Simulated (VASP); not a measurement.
# Si, band structure: which settings are enough?

Si, Fd-3m (no. 227), 2 atoms in the cell. TB-mBJ; PAW potentials Si (PBE set). VASP 6.6.1.

Wanted: band energies at the path's corners within 0.006 eV; gap on the path within 0.003 eV.

What the run is for: bands; Accuracy asked: tight; Route: KPOINTS_OPT.

Band energies at the path's corners: counted from the valence top.

POSCAR:
```
Si
1.0
    0.0000000000      2.7218511865      2.7218511865
    2.7218511865      0.0000000000      2.7218511865
    2.7218511865      2.7218511865      0.0000000000
Si
2
Direct
    0.5000000000      0.5000000000      0.5000000000
    0.7500000000      0.7500000000      0.7500000000
```

The series start from Plane-wave cutoff (eV): 280; k-point mesh: 6 × 6 × 6; k points a path segment: 12; Precision mode (PREC): Accurate; Bands in all (NBANDS): 16; Aspherical gradient terms in the spheres (LASPH): yes. Each series keeps the choices made before it, and each single choice may use up half of a tolerance. Times cover all steps of a run.

## Plane-wave cutoff (eV)

| Plane-wave cutoff (eV) | Band energies at the path's corners, largest deviation (eV) | Gap on the path (eV) | Time (s) |
|---|---|---|---|
| 200 | 0.0239 | 1.2590 | 19 |
| 240 | 0.0124 | 1.2736 | 24 |
| 280 | 0.0068 | 1.2783 | 31 |
| 320 | 0.0045 | 1.2807 | 33 |
| 390 | 0.0018 | 1.2801 | 55 |
| 490 (reference) | 0.0000 | 1.2801 | 64 |

## k-point mesh

| k-point mesh | Band energies at the path's corners, largest deviation (eV) | Gap on the path (eV) | Time (s) |
|---|---|---|---|
| 2 × 2 × 2 | 0.5067 | 1.7693 | 45 |
| 3 × 3 × 3 | 0.1468 | 1.4167 | 38 |
| 4 × 4 × 4 | 0.0519 | 1.3231 | 47 |
| 5 × 5 × 5 | 0.0200 | 1.2917 | 56 |
| 6 × 6 × 6 | 0.0080 | 1.2801 | 55 |
| 7 × 7 × 7 | 0.0033 | 1.2756 | 70 |
| 9 × 9 × 9 | 0.0005 | 1.2729 | 82 |
| 11 × 11 × 11 (reference) | 0.0000 | 1.2725 | 125 |

## k points a path segment

| k points a path segment | Band energies at the path's corners, largest deviation (eV) | Gap on the path (eV) | Time (s) |
|---|---|---|---|
| 5 | 0.0000 | 1.3063 | 75 |
| 8 | 0.0000 | 1.2756 | 82 |
| 12 | 0.0000 | 1.2729 | 82 |
| 20 | 0.0000 | 1.2726 | 99 |
| 32 (reference) | 0.0000 | 1.2723 | 135 |

## Precision mode (PREC)

| Precision mode (PREC) | Band energies at the path's corners, largest deviation (eV) | Gap on the path (eV) | Time (s) |
|---|---|---|---|
| SingleN | 0.0374 | 1.3088 | 37 |
| Normal | 0.0002 | 1.2732 | 38 |
| Accurate (reference) | 0.0000 | 1.2729 | 82 |

## Bands in all (NBANDS)

| Bands in all (NBANDS) | Band energies at the path's corners, largest deviation (eV) | Gap on the path (eV) | Time (s) |
|---|---|---|---|
| 6 | 0.0001 | 1.2732 | 18 |
| 7 | 0.0001 | 1.2732 | 21 |
| 8 | 0.0001 | 1.2732 | 25 |
| 10 | 0.0001 | 1.2732 | 26 |
| 16 | 0.0001 | 1.2732 | 38 |
| 26 (reference) | 0.0000 | 1.2732 | 47 |

## Aspherical gradient terms in the spheres (LASPH)

| Aspherical gradient terms in the spheres (LASPH) | Band energies at the path's corners, largest deviation (eV) | Gap on the path (eV) | Time (s) |
|---|---|---|---|
| yes | 0.0000 | 1.2732 | 18 |
| no | 0.0000 | 1.2732 | 17 |

## Question

The rows run from the loosest to the tightest (no order: aspherical gradient terms in the spheres). For each series: choose the loosest value from which every tighter one stays within half of the tolerance; where there is no order, keep the first row unless others stay within half of the tolerance and take at least 30 % less time, and then take the fastest.

## Answer

- Plane-wave cutoff (eV): 390
- k-point mesh: 9 × 9 × 9
- k points a path segment: 12
- Precision mode (PREC): Normal
- Bands in all (NBANDS): 6
- Aspherical gradient terms in the spheres (LASPH): yes

## All choices together

| Input | Band energies at the path's corners, largest deviation (eV) | Gap on the path (eV) | Time (s) |
|---|---|---|---|
| the program's defaults (naive) | 0.0473 | 1.3180 | 5.7 |
| chosen settings | 0.0010 | 1.2732 | 18 |
| reference settings throughout | 0.0000 | 1.2719 | 241 |

The tolerance is met.

## The input

INCAR.step1:
```
ISMEAR = 0 ; SIGMA = 0.03
LWAVE = True ; LCHARG = False
NBANDS = 6 ; PREC = Normal
LASPH = True ; LREAL = False
ALGO = Normal ; EDIFF = 1E-5
NELM = 120 ; GGA_COMPAT = False
ENCUT = 390 ; EFERMI = MIDGAP
GGA = PE
```

INCAR.step2, as INCAR.step1 but for:
```
- LWAVE = True
- EDIFF = 1E-5
- GGA = PE
+ METAGGA = MBJ
+ LWAVE = False
+ EDIFF = 1E-6
+ LMIXTAU = True
+ ISTART = 1
```

KPOINTS:
```
Automatic mesh
0
Gamma
  9 9 9
  0 0 0
```

KPOINTS_OPT:
```
path GXWKGLUWLK,UX
12
line-mode
reciprocal
 0.0000000000  0.0000000000  0.0000000000  G
 0.5000000000  0.0000000000  0.5000000000  X

 0.5000000000  0.0000000000  0.5000000000  X
 0.5000000000  0.2500000000  0.7500000000  W

 0.5000000000  0.2500000000  0.7500000000  W
 0.3750000000  0.3750000000  0.7500000000  K

 0.3750000000  0.3750000000  0.7500000000  K
 0.0000000000  0.0000000000  0.0000000000  G

 0.0000000000  0.0000000000  0.0000000000  G
 0.5000000000  0.5000000000  0.5000000000  L

 0.5000000000  0.5000000000  0.5000000000  L
 0.6250000000  0.2500000000  0.6250000000  U

 0.6250000000  0.2500000000  0.6250000000  U
 0.5000000000  0.2500000000  0.7500000000  W

 0.5000000000  0.2500000000  0.7500000000  W
 0.5000000000  0.5000000000  0.5000000000  L

 0.5000000000  0.5000000000  0.5000000000  L
 0.3750000000  0.3750000000  0.7500000000  K

 0.6250000000  0.2500000000  0.6250000000  U
 0.5000000000  0.0000000000  0.5000000000  X
```

Commands (each step's output is kept before the next begins):
```
cat potpaw_PBE.64/Si/POTCAR > POTCAR
cp INCAR.step1 INCAR
mpirun -np 1 vasp_std > vasp.out
cp INCAR.step2 INCAR
mpirun -np 1 vasp_std > vasp.out
```

The chosen input took VASP 6.6.1 18 s on 1 core (Intel Xeon 6975P-C (Granite Rapids)), a shared host.

## An input that fails: too few electronic steps

The electronic loop stops at its limit of 5 steps.

Changes against the starting input:
```
- NELM = 120
+ NELM = 5
```
